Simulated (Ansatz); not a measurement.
NiSb (P6_3/mmc) under several functionals

**The experiment to reproduce.**

A printed reference work, data compilation reports, for a bulk crystal of NiSb at 300 K: lattice constant a 3.942 ± 0.001 Å.

Plane-wave DFT in Ansatz with scalar-relativistic PAW potentials. The same structure was relaxed (cell and atoms, symmetry kept) in separate runs at each level. No spin polarisation.

```tsv
level	cutoff (eV)	k mesh	V (Å³/atom)	a (Å)	c (Å)	B0 (GPa)
LDA	420	12×12×8	16.382	3.879	5.029	–
PBEsol	420	12×12×8	16.834	3.916	5.070	131
PBE+D3(BJ)	420	12×12×8	16.972	3.920	5.102	–
```

Where does PBE (420 eV, k mesh 12×12×8) fall?

V (Å³/atom) 17.647, a (Å) 3.976, c (Å) 5.157, B0 (GPa) 113. Its volume is the largest of the set. The usual order of volumes, LDA < PBEsol < PBE, holds here (16.382, 16.834, 17.647 Å³/atom). As a rule LDA overbinds; PBEsol, built on the gradient expansion of slowly varying densities, lies between LDA and PBE; PBE's stronger gradient term for exchange weakens bonds. Adding D3 to PBE changes the volume by -3.8 %; the term is attractive, so it pulls cells in. In metals the pairwise form ignores screening by the conduction electrons, so it can pull in too far. B0 goes from 130.9 to 112.7 GPa as the volume grows by 4.8 %; on one curve with B' = 4.9 the volume alone, B ∝ V^(−B'), would give 103.9 GPa, and the rest of the difference is the functional's own stiffness.

For PBE: Measured lattice constant a of NiSb: 3.942 Å (300 K; a printed reference work, data compilation). This calculation gives 3.976 Å (+0.9 %). The calculations are for 0 K without zero-point motion, and in metals axial ratios are sensitive to mesh and smearing.